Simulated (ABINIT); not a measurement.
Crystal: MgS.

```
S Mg
1.0
     0.00000    2.83312    2.83312
     2.83312    0.00000    2.83312
     2.83312    2.83312    0.00000
S Mg
1 1
Direct
  0.25000 0.25000 0.25000
  0.00000 0.00000 0.00000
```

The cell comes from a database or a generator and needn't be the stable form of this composition.

Base run:

* Program: ABINIT 10.8.3 (patched build)
* Functional: LDA
* Potentials or basis: JTH PAW PBE v2.0
* Cutoff: 653 eV
* k mesh: 8 × 8 × 8
* Occupations: fermi-dirac, width 0.05 eV
* Spin: no spin polarisation

Its results: band gap on the k mesh 3.17 eV, direct; pressure -1.9 GPa.

Q: The run is repeated on the same cell with these changes: functional from LDA to SCAN. What comes out?

A: Band gap on the k mesh 4.11 eV, direct; pressure -0.3 GPa.

SCAN gives the wider gap, since meta-GGAs in the generalised Kohn-Sham scheme recover part of the derivative discontinuity.

Caveats: the PAW data sets were made with another functional, which shifts forces and pressure a little.
